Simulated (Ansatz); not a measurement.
# CuO (Tenorite) (Cc) in Ansatz: further runs

The runs below take CuO (Tenorite) through single point, equation of state, with LDA.

All numbers are computed with Ansatz 0.2.0; they aren't measurements. Logs are shortened: lines on timing, memory, paths and dates and some standing lists are left out, and cuts for length are marked.

## (1) The structure

The structure is monoclinic, space group Cc (No. 9). Conventional cell: a = 4.689 Å, b = 3.427 Å, c = 5.132 Å, α = 90.00°, β = 99.65°, γ = 90.00°. Cu (site symmetry 1) has 4 O at 1.91 to 2.02 Å as nearest neighbours. O (site symmetry 1) is surrounded by 4 Cu at 1.91 to 2.02 Å.

## (2) Single point, LDA, 9.55 Å³/atom (volume scaled by 0.94)

Input file input.yaml:

```yaml
crystal:
  lattice:
    - [2.2967865698, -1.6784228387, 0.0]
    - [2.2967865698, 1.6784228387, 0.0]
    - [-0.8429870921, 0.0, 4.9561536082]
  atoms:
    - { symbol: Cu, position: [0.4968, 0.0032, 0.5] }
    - { symbol: Cu, position: [0.0032, 0.4968, 0.0] }
    - { symbol: O, position: [0.4056, 0.5714, 0.7537] }
    - { symbol: O, position: [0.5714, 0.4056, 0.2537] }
kpoints:
  mp_grid: { grid: [10, 10, 5] }
scf:
  occupations: { method: fermi_dirac, width: 0.05 }
hamiltonian:
  xc: lda
  pseudopotentials: { kind: all_electron, lapw: { basis_error: 0.002 } }
output:
  forces: true
  stress: true
  eigenvalues: true
```

Potentials or basis: all-electron LAPW, scalar-relativistic.

Command:

```console
$ ansatz run input.yaml --threads 2 --pin off --max-ram 8192MiB --backend cpu --events-out ev --progress --plain --runs-dir out
```

The program printed:

```text
Warning: RAYON_NUM_THREADS=2 ignored (pool sized by the plan → 2); use --threads N
LAPW: plane waves up to 10.813 Å⁻¹, error target 2.0e-3 eV per atom; small_component_spin mean_spin; O in spheres of 0.834 Å, 8 of its electrons in bands, Dirac shells []; Cu in spheres of 1.035 Å, 19 of its electrons in bands, Dirac shells [] (how accurate: hamiltonian.pseudopotentials.lapw.basis_error, Limitations)
Engine: ansatz 0.2.0, x86_64-unknown-linux-gnu
Pseudopotentials: kind: all_electron
Pseudopotential: Cu, LAPW, valence charge 19, lapw/all_electron/scalar/gaussian/Cu, Koelling and Harmon's equation, gaussian nucleus
Pseudopotential: O, LAPW, valence charge 8, lapw/all_electron/scalar/gaussian/O, Koelling and Harmon's equation, gaussian nucleus
Functional definition: SPW92
  exchange = slater_x
  correlation = pw_c
Crystal: 4 atoms, lattice volume = 38.212 Å³
Basis set: ecut = 445.4384353378208 eV, 817 PW (Γ), exchange–correlation at level 2
Bands: 33, of which v1, the nominal top of the filled ones, is band 27 counted from 1 (26 counted from 0)
Symmetry: 2 space group operations
Space group: Cc (ITA 9), of the structure as read, at distance tolerance 3.4e-5 Å
k-points: 141 of 500 (time reversal used)
Non-local potential: Cu, projectors of the file, none
Non-local potential: O, projectors of the file, none
Initial density: superposition of atomic densities (chi_scale 0.1, normalization cell, long waves kept (reshape's long-wave potential 0.00 eV rms))
Initial wavefunctions: plane waves of lowest kinetic energy (no species holds an atomic orbital)
Functional: x = slater, c = lda
iter 1 solved again at ethr=2.19e-2 eV; its pass at ethr=1.00e-1 eV (dr2=1.18e1 eV) is discarded
SCF iter   1: F=—  HF=-94005.512054 eV  |F-HF|=—  |Δ(HF+E_count)|=         —  Δρ=1.70e-1  dr2=1.19e1  ethr=2.19e-2  ⟨swp⟩=2.0  Hψ=30393  notcnv=0
preconditioner: auto → Kerker (q_TF=auto, 2.890 Å⁻¹)  [metal: Δε(μ)=0.002 eV  Ē_g=12.328 eV  σ=0.050 eV  W_gap=0.01  n_scr=20 (ndim 8)  ℏωp=35.0 eV  f_vac=0.000  D(μ)=3.62/eV (n_scr^D=42)]
SCF iter   2: F=—  HF=-94005.634392 eV  |F-HF|=—  |Δ(HF+E_count)|=   1.22e-1  Δρ=8.84e-2  dr2=2.37e0  ethr=2.19e-2  ⟨swp⟩=2.9  Hψ=14255  notcnv=0
SCF iter   3: F=—  HF=-93999.798051 eV  |F-HF|=—  |Δ(HF+E_count)|=    5.84e0  Δρ=3.57e-2  dr2=6.15e-1  ethr=4.39e-3  ⟨swp⟩=3.0  Hψ=15296  notcnv=0
SCF iter   4: F=—  HF=-93999.610233 eV  |F-HF|=—  |Δ(HF+E_count)|=         —  Δρ=1.61e-2  dr2=1.31e-1  ethr=1.14e-3  ⟨swp⟩=2.0  Hψ=14241  notcnv=0
the basis was enlarged: its passes take 336.4 KiB over the memory plan, 2 of 2 planned eigensolver slots
iter 5 solved again at ethr=8.89e-6 eV; its pass at ethr=2.42e-4 eV (dr2=4.80e-3 eV) is discarded
SCF iter   5: F=—  HF=-93999.574542 eV  |F-HF|=—  |Δ(HF+E_count)|=   3.57e-2  Δρ=4.34e-3  dr2=4.80e-3  ethr=8.89e-6  ⟨swp⟩=2.0  Hψ=23772  notcnv=0
SCF iter   6: F=—  HF=-93999.571232 eV  |F-HF|=—  |Δ(HF+E_count)|=   3.31e-3  Δρ=1.39e-3  dr2=4.53e-4  ethr=8.88e-6  ⟨swp⟩=2.0  Hψ=13479  notcnv=0
SCF iter   7: F=—  HF=-93999.571119 eV  |F-HF|=—  |Δ(HF+E_count)|=   1.13e-4  Δρ=4.27e-4  dr2=8.62e-5  ethr=8.40e-7  ⟨swp⟩=2.0  Hψ=13479  notcnv=0
SCF iter   8: F=—  HF=-93999.571097 eV  |F-HF|=—  |Δ(HF+E_count)|=   2.20e-5  Δρ=1.31e-4  dr2=6.67e-6  ethr=1.60e-7  ⟨swp⟩=2.0  Hψ=13481  notcnv=0
SCF iter   9: F=—  HF=-93999.571095 eV  |F-HF|=—  |Δ(HF+E_count)|=   2.62e-6  Δρ=5.00e-5  dr2=1.04e-6  ethr=1.23e-8  ⟨swp⟩=2.0  Hψ=13479  notcnv=0
SCF iter  10: F=-93999.571094 eV  HF=-93999.571094 eV  |F-HF|=4.68e-8  |Δ(HF+E_count)|=   3.47e-7  Δρ=1.03e-5  dr2=3.49e-8  ethr=1.93e-9  ⟨swp⟩=2.0  Hψ=13479  notcnv=0
SCF 1 converged in 10 iterations: F = -93999.571094 eV  dr2 = 3.49e-8
SCF converged after 10 iterations
Free energy (F): -93999.571094 eV
Harris-Foulkes:  -93999.571094 eV  (|F-HF|=4.68e-8)
Internal energy: -93999.552851 eV  (E = F + TS)
E sigma→0 (E₀):  -93999.561972 eV
Entropy (-TS):   -0.018244 eV (-4.561 meV/atom)
Fermi energy:    12.953042 eV
--- Per-component energies (eV) ---
  E_band       = -2783.595607
  E_kinetic    = 95495.290108
  E_xc         = -3978.266120
  E_electrostatic = -185516.576838  (all electrons and nuclei)
  E_smearing   = -0.018244  (= −TS)
  E_closure    = 0.000000  (closes the sum)
  E_atoms      = -93976.276714  (free atoms, spherical and without spin; not in F)
  Σ components = -93999.571094   (vs F -93999.571094, Δ=0.00e0)
  Basis errors (estimates in eV, not in F): energy 8.5e-4 per atom: plane waves 7.9e-4 (4.7e-4 summed), levels above the bands 1.4e-110, relativity 1.0e-8, radial functions 6.1e-5, core shells 2.3e-8; eigenvalues (radial functions only) 1.4e-5; not estimated: angular momenta, meshes, grids; target (lapw.basis_error) 2.0e-3; muffin-tin radii O 0.834 Å, Cu 1.035 Å
--- Forces (eV/Å), atoms counted from 1 ---
  atom   1  Cu    -0.71974081    -0.40491023     0.28100059
  atom   2  Cu    -0.71974081     0.40491023     0.28100059
  atom   3  O      0.71974346    -0.31314898    -0.28099627
  atom   4  O      0.71974346     0.31314898    -0.28099627
  max |Σ_I F_I| component: 8.64e-6 eV/Å
--- Stress (GPa, compression-positive) ---
        1.874874      -0.000000      -2.094530
       -0.000000       3.213056      -0.000000
       -2.094530      -0.000000       1.670599
  P = ⅓ Tr σ = 2.2528 GPa (22.528 kbar)
--- Band table (eV; the first three rows and the last of 141) ---
  k-point 0: bands = ["-489.9566", "-489.9566", "-98.9961", "-98.9951", "-56.9658", "-56.9654", "-56.9381", "-56.9253", "-56.5578", "-56.5571", "-7.3254", "-5.7538", "4.0791", "6.8721", "7.2595", "9.2107", "9.3291", "9.4066", "9.5663", "9.9247", "10.0090", "10.1821", "10.4058", "10.5368", "10.6224", "11.1876", "13.1830", "13.9307", "14.8659", "18.9397", "21.3340", "26.3293", "28.7836"]
  k-point 1: bands = ["-489.9566", "-489.9566", "-98.9960", "-98.9952", "-56.9657", "-56.9654", "-56.9369", "-56.9266", "-56.5577", "-56.5572", "-7.2018", "-5.9401", "4.4968", "6.9644", "7.2844", "8.5609", "8.9671", "9.0573", "9.6879", "9.8444", "10.2027", "10.2544", "10.4744", "10.6842", "10.9445", "11.0736", "13.1326", "13.7672", "15.3948", "18.4768", "22.0963", "26.3647", "28.2529"]
  k-point 2: bands = ["-489.9566", "-489.9566", "-98.9958", "-98.9955", "-56.9656", "-56.9655", "-56.9337", "-56.9298", "-56.5576", "-56.5573", "-6.8578", "-6.3816", "5.6019", "6.9837", "7.2038", "7.4969", "8.5244", "8.5671", "9.8554", "9.9443", "10.2972", "10.3551", "10.4435", "10.6777", "11.2131", "11.3458", "13.0845", "13.3731", "16.4862", "17.5737", "23.7579", "25.6654", "27.2387"]
  k-point 140: bands = ["-489.9566", "-489.9566", "-98.9937", "-98.9935", "-56.9847", "-56.9830", "-56.9313", "-56.9289", "-56.5692", "-56.5680", "-5.6743", "-5.5627", "5.4874", "6.0324", "6.7443", "6.8337", "7.2974", "7.7046", "9.8072", "10.1384", "10.5216", "10.5481", "11.0566", "11.0711", "11.5007", "11.6219", "12.2369", "12.9260", "17.3835", "18.6112", "21.7260", "22.5099", "25.8627"]
```

Run time: 41 s. Hardware: 2 threads of Intel Xeon 6975P-C (Granite Rapids), shared host; peak memory 0.74 GiB.

What came out:

```
Free energy            : -93999.5711 eV
Pressure               : 2.3 GPa
Largest force          : 0.872 eV/Å
Band gap on the k mesh : none (metal or under the smearing width)
```

Caveat: the run has no spin polarisation, though such a crystal can be magnetic; semilocal functionals often make such compounds metallic where correlation or magnetic order opens a gap, which also shifts bond lengths.

## (3) Single point, LDA, 9.76 Å³/atom (volume scaled by 0.96)

Edit input.yaml of step 2 so:

```diff
@@ -2,5 +2,5 @@
   lattice:
-    - [2.2967865698, -1.6784228387, 0.0]
-    - [2.2967865698, 1.6784228387, 0.0]
-    - [-0.8429870921, 0.0, 4.9561536082]
+    - [2.312961656, -1.6902431073, 0.0]
+    - [2.312961656, 1.6902431073, 0.0]
+    - [-0.8489238166, 0.0, 4.9910572484]
   atoms:
```

Potentials or basis: all-electron LAPW, scalar-relativistic.

Command:

```console
$ ansatz run input.yaml --threads 2 --pin off --max-ram 8192MiB --backend cpu --events-out ev --progress --plain --runs-dir out
```

Run time: 41 s. Hardware: 2 threads of Intel Xeon 6975P-C (Granite Rapids), shared host; peak memory 0.73 GiB.

The run converged. Its results:

| Property | Result |
| --- | --- |
| Free energy | -93999.5712 eV |
| Pressure | -2.1 GPa |
| Largest force | 0.811 eV/Å |
| Band gap on the k mesh | none (metal or under the smearing width) |

Caveat: the run has no spin polarisation, though such a crystal can be magnetic; semilocal functionals often make such compounds metallic where correlation or magnetic order opens a gap, which also shifts bond lengths.

## (4) Single point, LDA, 9.96 Å³/atom (volume scaled by 0.98)

Edit input.yaml of step 3 so:

```diff
@@ -2,5 +2,5 @@
   lattice:
-    - [2.312961656, -1.6902431073, 0.0]
-    - [2.312961656, 1.6902431073, 0.0]
-    - [-0.8489238166, 0.0, 4.9910572484]
+    - [2.3289136198, -1.7019003246, 0.0]
+    - [2.3289136198, 1.7019003246, 0.0]
+    - [-0.8547786486, 0.0, 5.0254794206]
   atoms:
```

Command:

```console
$ ansatz run input.yaml --threads 2 --pin off --max-ram 8192MiB --backend cpu --events-out ev --progress --plain --runs-dir out
```

Wall time 36 s (2 threads of Intel Xeon 6975P-C (Granite Rapids), shared host); peak memory 0.75 GiB.

Results (log left out):

```
Free energy            : -93999.5505 eV
Pressure               : -6.0 GPa
Largest force          : 0.797 eV/Å
Band gap on the k mesh : none (metal or under the smearing width)
```

Caveat: the run has no spin polarisation, though such a crystal can be magnetic; semilocal functionals often make such compounds metallic where correlation or magnetic order opens a gap, which also shifts bond lengths.

## (5) Single point, LDA, 10.16 Å³/atom

Edit input.yaml of step 4 so:

```diff
@@ -2,5 +2,5 @@
   lattice:
-    - [2.3289136198, -1.7019003246, 0.0]
-    - [2.3289136198, 1.7019003246, 0.0]
-    - [-0.8547786486, 0.0, 5.0254794206]
+    - [2.34465, -1.7134, 0.0]
+    - [2.34465, 1.7134, 0.0]
+    - [-0.8605543552, 0.0, 5.0594363927]
   atoms:
```

Command:

```console
$ ansatz run input.yaml --threads 2 --pin off --max-ram 8192MiB --backend cpu --events-out ev --progress --plain --runs-dir out
```

Wall time 38 s (2 threads of Intel Xeon 6975P-C (Granite Rapids), shared host); peak memory 0.75 GiB.

The run converged. Its results:

* Free energy: -93999.5112 eV
* Pressure: -9.4 GPa
* Largest force: 0.792 eV/Å
* Band gap on the k mesh: none (metal or under the smearing width)

Caveat: the run has no spin polarisation, though such a crystal can be magnetic; semilocal functionals often make such compounds metallic where correlation or magnetic order opens a gap, which also shifts bond lengths.

## (6) Single point, LDA, 10.37 Å³/atom (volume scaled by 1.02)

Edit input.yaml of step 5 so:

```diff
@@ -2,5 +2,5 @@
   lattice:
-    - [2.34465, -1.7134, 0.0]
-    - [2.34465, 1.7134, 0.0]
-    - [-0.8605543552, 0.0, 5.0594363927]
+    - [2.360177936, -1.7247473506, 0.0]
+    - [2.360177936, 1.7247473506, 0.0]
+    - [-0.8662535568, 0.0, 5.0929435705]
   atoms:
```

Potentials or basis: all-electron LAPW, scalar-relativistic.

Command:

```console
$ ansatz run input.yaml --threads 2 --pin off --max-ram 8192MiB --backend cpu --events-out ev --progress --plain --runs-dir out
```

Wall time 39 s (2 threads of Intel Xeon 6975P-C (Granite Rapids), shared host); peak memory 0.75 GiB.

Results (log left out):

* Free energy: -93999.4555 eV
* Pressure: -12.5 GPa
* Largest force: 0.793 eV/Å
* Band gap on the k mesh: none (metal or under the smearing width)

Caveat: the run has no spin polarisation, though such a crystal can be magnetic; semilocal functionals often make such compounds metallic where correlation or magnetic order opens a gap, which also shifts bond lengths.

## (7) Single point, LDA, 10.57 Å³/atom (volume scaled by 1.04)

Edit input.yaml of step 6 so:

```diff
@@ -2,5 +2,5 @@
   lattice:
-    - [2.360177936, -1.7247473506, 0.0]
-    - [2.360177936, 1.7247473506, 0.0]
-    - [-0.8662535568, 0.0, 5.0929435705]
+    - [2.3755041962, -1.7359473225, 0.0]
+    - [2.3755041962, 1.7359473225, 0.0]
+    - [-0.8718787375, 0.0, 5.1260155593]
   atoms:
```

Command:

```console
$ ansatz run input.yaml --threads 2 --pin off --max-ram 8192MiB --backend cpu --events-out ev --progress --plain --runs-dir out
```

Run time: 42 s. Hardware: 2 threads of Intel Xeon 6975P-C (Granite Rapids), shared host; peak memory 0.74 GiB.

Results (log left out):

* Free energy: -93999.3852 eV
* Pressure: -15.2 GPa
* Largest force: 0.799 eV/Å
* Band gap on the k mesh: none (metal or under the smearing width)

Caveat: the run has no spin polarisation, though such a crystal can be magnetic; semilocal functionals often make such compounds metallic where correlation or magnetic order opens a gap, which also shifts bond lengths.

## (8) Single point, LDA, 10.77 Å³/atom (volume scaled by 1.06)

Edit input.yaml of step 7 so:

```diff
@@ -2,5 +2,5 @@
   lattice:
-    - [2.3755041962, -1.7359473225, 0.0]
-    - [2.3755041962, 1.7359473225, 0.0]
-    - [-0.8718787375, 0.0, 5.1260155593]
+    - [2.3906352041, -1.7470046099, 0.0]
+    - [2.3906352041, 1.7470046099, 0.0]
+    - [-0.877432255, 0.0, 5.1586662202]
   atoms:
```

Command:

```console
$ ansatz run input.yaml --threads 2 --pin off --max-ram 8192MiB --backend cpu --events-out ev --progress --plain --runs-dir out
```

It took 43 s on 2 threads of Intel Xeon 6975P-C (Granite Rapids), shared host; peak memory 0.74 GiB.

Results (log left out):

| Property | Result |
| --- | --- |
| Free energy | -93999.3019 eV |
| Pressure | -17.6 GPa |
| Largest force | 0.809 eV/Å |
| Band gap on the k mesh | none (metal or under the smearing width) |

Caveat: the run has no spin polarisation, though such a crystal can be magnetic; semilocal functionals often make such compounds metallic where correlation or magnetic order opens a gap, which also shifts bond lengths.

## (9) Equation of state, LDA

Potentials or basis: all-electron LAPW, scalar-relativistic.

No new run: the results of the series are fitted here.

What came out:

- Equilibrium volume: 9.65 Å³/atom
- Bulk modulus at fixed shape and positions: 207 GPa
- Pressure derivative of the bulk modulus: 4.7

Energy against volume, from the lowest point:
| volume (Å³/atom) | energy (meV/atom) |
| --- | --- |
| 9.553 | 0.03 |
| 9.756 | 0.00 |
| 9.959 | 5.19 |
| 10.163 | 15.01 |
| 10.366 | 28.94 |
| 10.569 | 46.52 |
| 10.772 | 67.32 |

Caveat: the cell was scaled at fixed shape and fractional positions, which overstates the stiffness of a crystal with free parameters, most of all of layers and chains; the run has no spin polarisation, though such a crystal can be magnetic.
